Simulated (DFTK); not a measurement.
Runs of DFTK 0.8.2 on KTaO3. It takes space group Pm-3m (No. 221, cubic). The conventional cell has a = 3.988 Å, b = 3.988 Å, c = 3.988 Å, α = 90.00°, β = 90.00°, γ = 90.00°. Ta (site symmetry m-3m) is surrounded by 6 O at 1.99 Å. Around K (site symmetry m-3m) lie 12 O at 2.82 Å. O (site symmetry 4/mmm) has 2 Ta at 1.99 Å as nearest neighbours. 

```csv
task,level,potentials or basis,k mesh,cutoff (eV),valence electrons,SCF solver,gap on the mesh (eV)
band structure,PBE,SG15 1.2 (PBE),6 × 6 × 6,952,"K 9, O 6, Ta 27",-,2.20
band structure,BJ06,SG15 1.2 (PBE),4 × 4 × 4,1225,"K 9, O 6, Ta 27",ScfAndersonSolver,2.78
band structure,PBEsol,SPMS 1.0 (PBE),7 × 7 × 7,816,"K 9, O 6, Ta 13",-,2.20
single point,PBE,dojo.nc.sr.pbe.v0_4_1.standard.upf (PBE),7 × 7 × 7,1143,"K 9, O 6, Ta 13",-,(a)
```

Alike in all rows: no spin polarisation; cell as given; smearing fermi-dirac 0.05 eV.

Fill in the values left out.

(a) 2.30.

Caveats: spin-orbit coupling is left out, which moves the levels of the heavy elements; the program leaves the constant c of mgga_x_tb09 at 1, so the potential is Becke-Johnson's (BJ06) and not Tran and Blaha's, with levels but no total energy (some runs); an odd mesh through Γ misses points on the zone boundary, where band edges often lie (some runs).

A k mesh can miss the band edges, and the runs leave out spin-orbit coupling on Ta.

Not every run made on this cell is shown here.
